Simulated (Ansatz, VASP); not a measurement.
# One calculation of Si, two programs

```
CELL_PARAMETERS angstrom
-2.40258 2.40258 1.34676
2.40258 -2.40258 1.34676
2.40258 2.40258 -1.34676
ATOMIC_POSITIONS crystal
Si 0.50000 0.50000 0.00000
Si 0.25000 0.75000 0.50000
```

Change from the starting cell: volume scaled by 1.04.

Alike in both runs: task single point; functional LDA; k mesh 11 × 11 × 11; occupations fermi-dirac, width 0.05 eV; no spin polarisation.

|  | VASP | Ansatz |
| --- | --- | --- |
| version | VASP 6.6.1 | Ansatz 0.2.0 |
| potentials or method | VASP PAW LDA potentials, release 64 (Si), cutoff 520 eV | all-electron LAPW, scalar-relativistic |

Ansatz gave:

| Item | Value |
| --- | --- |
| gap on the k mesh at the Fermi level (eV) | none |
| pressure (GPa) | -4.9 |
| largest component of the traceless stress (GPa) | 0.36 |

What did VASP give for the same quantities?

gap on the k mesh at the Fermi level (eV): none; pressure (GPa): -4.8; largest component of the traceless stress (GPa): 0.37.

A gap of «none» marks a metal or a gap that the smearing closes. Ansatz ran all-electron here, so the differences hold the error of VASP's frozen core and of both bases.
